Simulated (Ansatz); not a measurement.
Te: frozen-core PAW against all-electron methods

```xyz
1
Lattice="0.0000 2.4171 2.4171 2.4171 0.0000 2.4171 2.4171 2.4171 0.0000" Properties=species:S:1:pos:R:3 pbc="T T T"
Te    0.0000    0.0000    0.0000
```

The structure comes from a relaxation in the same program, started in the fcc type, and has space group Fm-3m. Whether it is a known phase or the ground state wasn't checked.

Spin–orbit coupling is left out, though it moves levels of the heavy atoms by tenths of an eV or more.

Methods: DFT, PBE, PAW with Ansatz's default frozen-core files, scalar-relativistic (Ansatz 0.2.0); DFT, PBE, all-electron PAW with datasets made for the crystal, scalar-relativistic (Ansatz 0.2.0); DFT, PBE, all-electron LAPW, scalar-relativistic (Ansatz 0.2.0).

For PAW: a Γ-centred 14×14×14 k mesh, Fermi–Dirac smearing of 0.05 eV, cutoff 420 eV, no spin polarisation. The crystal-made all-electron datasets (AE datasets) take a cutoff of 160 eV at this cell. LAPW targets a basis error of 0.25 meV/atom. The Ansatz runs share mesh, smearing and spin set-up. Plane-wave (PAW) pressures include the program's estimate of the Pulay term.

Stress and pressure are positive in compression.

Levels count from the Fermi level.

| quantity | PAW | AE datasets | LAPW |
| --- | --- | --- | --- |
| pressure (GPa) | -0.01 | 0.00 | 0.00 |
| highest filled level at U (eV) | -0.102 | -0.102 | -0.102 |
| lowest empty level at U (eV) | 4.803 | 4.802 | 4.802 |
| highest filled level at Γ (eV) | -13.877 | -13.877 | -13.877 |
| lowest empty level at Γ (eV) | 3.052 | 3.054 | 3.054 |
| highest filled level at K (eV) | -0.102 | -0.102 | -0.102 |
| lowest empty level at K (eV) | 4.803 | 4.802 | 4.802 |
